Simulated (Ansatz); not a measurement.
# TiSi2: stress in a strained cell

TiSi2 is deformed so: equal xx and yy strain of -2 %. What stress and forces result, by LAPW, PAW and all-electron datasets made for the crystal?

Program: Ansatz 0.2.0. Level of theory: DFT PBE, scalar-relativistic. These are calculated values, not measurements.

### 1 Starting point

Symmetry: Fddd, No. 70, orthorhombic system. The conventional cell has a = 4.773 Å, b = 8.236 Å, c = 8.523 Å, α = 90.00°, β = 90.00°, γ = 90.00°. Ti (site symmetry 222) is surrounded by 10 Si at 2.54 to 2.75 Å. Around Si (site symmetry 2) lie 5 Ti at 2.54 to 2.75 Å and 5 Si at 2.54 to 2.75 Å.

As a file:

```
CELL_PARAMETERS angstrom
0.00000 4.11800 4.26150
2.38650 0.00000 4.26150
2.38650 4.11800 0.00000
ATOMIC_POSITIONS crystal
Ti 0.75000 0.75000 0.75000
Ti 0.50000 0.50000 0.50000
Si 0.08300 0.41700 0.08300
Si 0.41700 0.08300 0.41700
Si 0.16700 0.83300 0.16700
Si 0.83300 0.16700 0.83300
```

Atoms are numbered in the order of the input: Ti1, Ti2, Si3, Si4, Si5, Si6.

### 2 The deformed structure

Space group Fddd before, Fddd after.

### 3 Full-potential LAPW

File input.yaml:

```yaml
crystal:
  lattice:
    - [0.0, 4.03564, 4.2615]
    - [2.33877, 0.0, 4.2615]
    - [2.33877, 4.03564, 0.0]
  atoms:
    - { symbol: Ti, position: [0.75, 0.75, 0.75] }
    - { symbol: Ti, position: [0.5, 0.5, 0.5] }
    - { symbol: Si, position: [0.083, 0.417, 0.083] }
    - { symbol: Si, position: [0.417, 0.083, 0.417] }
    - { symbol: Si, position: [0.167, 0.833, 0.167] }
    - { symbol: Si, position: [0.833, 0.167, 0.833] }
kpoints:
  mp_grid: { grid: [8, 8, 8] }
  band_path:
    path:
      - [0.0, 0.0, 0.0]
      - [0.5, 0.0, 0.5]
      - [1.0, 0.5, 0.5]
      - [0.5, 0.5, 0.0]
      - [0.0, 0.0, 0.0]
      - [0.0, 0.409262582, 0.409262582]
      - [1.0, 0.590737418, 0.590737418]
      - [1.0, 0.5, 0.5]
      - [0.5, 0.0, 0.5]
    npoints: 5
scf:
  occupations: { method: fermi_dirac, width: 0.08 }
hamiltonian:
  xc: pbe
  pseudopotentials: { kind: all_electron, lapw: { basis_error: 0.0005 } }
output:
  forces: true
  stress: true
  eigenvalues: true
```

The run is started by

```console
ansatz run input.yaml --threads 2 --pin off --max-ram 6144MiB --backend cpu --events-out ev --progress --plain --runs-dir out
```

### 4 PAW on the default files

File input.yaml:

```yaml
crystal:
  lattice:
    - [0.0, 4.03564, 4.2615]
    - [2.33877, 0.0, 4.2615]
    - [2.33877, 4.03564, 0.0]
  atoms:
    - { symbol: Ti, position: [0.75, 0.75, 0.75] }
    - { symbol: Ti, position: [0.5, 0.5, 0.5] }
    - { symbol: Si, position: [0.083, 0.417, 0.083] }
    - { symbol: Si, position: [0.417, 0.083, 0.417] }
    - { symbol: Si, position: [0.167, 0.833, 0.167] }
    - { symbol: Si, position: [0.833, 0.167, 0.833] }
kpoints:
  mp_grid: { grid: [8, 8, 8] }
scf:
  occupations: { method: fermi_dirac, width: 0.08 }
hamiltonian:
  xc: pbe
  pseudopotentials: { kind: paw }
output:
  forces: true
  stress: true
  eigenvalues: true
  efg: { contact_densities: true }
  write_density: true
  write_potential: true
  elf: true
  volumetric_format: npy
```

### 5 All-electron PAW on datasets made for the crystal

input.yaml, as its differences from that of step 4:

```diff
@@ -18,3 +18,3 @@
   xc: pbe
-  pseudopotentials: { kind: paw }
+  pseudopotentials: { kind: all_electron, datasets: crystal }
 output:
@@ -24,5 +24 @@
   efg: { contact_densities: true }
-  write_density: true
-  write_potential: true
-  elf: true
-  volumetric_format: npy
```

(Steps that only read results are left out.)

Q: Predict the outcome of this session. Wanted: pressure; largest shear or deviatoric stress.

As calculated:

```
                                 quantity                                           value
                                 pressure  LAPW 8.53, PAW 8.54, crystal datasets 8.53 GPa
largest shear or deviatoric stress (LAPW)                                        4.21 GPa
```

What this shows: The largest part of the stress beyond the pressure is 4.21 GPa in size, in the zz component; the atoms are carried along and not relaxed. No run of the undeformed cell stands beside it, so the pressure holds what the given cell had before the change. PAW: stress within 0.01 GPa of LAPW, forces within 1 meV/Å. Crystal datasets: stress within 0.01 GPa of LAPW, forces within 1 meV/Å.
